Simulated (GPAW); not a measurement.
The system is Mg.

```
CELL_PARAMETERS angstrom
-1.83599 1.83599 1.67940
1.83599 -1.83599 1.67940
1.83599 1.83599 -1.67940
ATOMIC_POSITIONS crystal
Mg 0.00000 0.00000 0.00000
```

This isn't the form of Mg at room conditions, which is hcp.

* Program: GPAW 26.7.0
* Task: relaxation of cell and atoms
* Functional: BLYP
* Potentials or basis: PAW data sets generated in the run's folder for this functional
* Cutoff: 800 eV
* Basis: pw
* k mesh: 11 × 11 × 11
* Occupations: fermi-dirac, width 0.05 eV
* Spin: no spin polarisation

At the start: pressure 1.3 GPa; volume 22.64 Å³/atom.

**Question.** Where does the relaxation end?

**Answer.** Over 11 steps the energy falls by 10.2 meV/atom and the volume is 23.69 Å³/atom (+4.6 %); space group I4/mmm (No. 139, to 0.05 Å).

The path:
```tsv
step	energy change (eV)	largest force (eV/Å)	pressure (GPa)	volume (Å³)
1	0.0000	0.0000	1.26	22.64
2	-0.0013	0.0000	1.00	22.82
3	-0.0039	0.0000	-0.03	23.57
4	-0.0040	0.0000	-0.11	23.64
5	-0.0043	0.0000	-1.38	24.94
6	-0.0063	0.0000	-0.46	23.97
7	-0.0081	0.0000	-0.57	24.08
8	-0.0054	0.0000	-0.39	24.20
9	-0.0099	0.0000	-0.32	23.93
10	-0.0101	0.0000	-0.15	23.78
11	-0.0102	0.0000	-0.02	23.69
```

Final structure:
```yaml
crystal:
  lattice:
    - [-1.90389, 1.90389, 1.63357]
    - [1.90389, -1.90389, 1.63357]
    - [1.90389, 1.90389, -1.63357]
  atoms:
    - { symbol: Mg, position: [0.00000, 0.00000, 0.00000] }
```

Caveat: later steps reuse the first step's grids.
